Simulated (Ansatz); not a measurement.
## AlAu under changes of volume

One of the cells (16.755 Å³/atom); the others are scaled copies at fixed shape and fractional positions:

```
Au Al
1.0
     3.22394    0.00000    0.00000
     0.00000    3.22394    0.00000
     0.00000    0.00000    3.22394
Au Al
1 1
Direct
  0.50000 0.50000 0.50000
  0.00000 0.00000 0.00000
```

The cell comes from a database or a generator and needn't be the stable form of this composition.

- Program: Ansatz 0.2.0
- Functional: HSE06
- Potentials or basis: Ansatz PAW
- Cutoff: 420 eV (not typed: the program's choice for these potentials)
- k mesh: 6 × 6 × 6
- Occupations: fermi-dirac, width 0.05 eV
- Spin: no spin polarisation

```csv
volume (Å³/atom),energy over the lowest point (meV/atom),pressure (GPa)
15.749,7.15,4.7
16.084,?,?
16.419,0.00,-1.1
16.755,4.77,-3.5
17.090,14.13,-5.6
17.425,27.66,-7.5
17.760,44.85,-9.1
```

**Question.** What does the run at 16.084 Å³/atom give?

**Answer.** Energy over the lowest point 0.58 meV/atom; pressure 1.6 GPa.

Worked out: A Birch-Murnaghan fit of order 3 (a polynomial in V^(-2/3)) to the other rows has its minimum at 16.28 Å³/atom with B0 = V·E''(V) = 129 GPa and B' = 5.0. It gives 0.59 meV/atom at 16.084 Å³/atom, against the run's 0.58, and -dE/dV = 1.6 GPa, against 1.6.

Energies are extrapolated to zero smearing.

Caveats: the PAW data sets come from PBE, with cores solved anew for the run's functional, which leaves a small shift of forces and pressure; the thresholds are loose for stress.
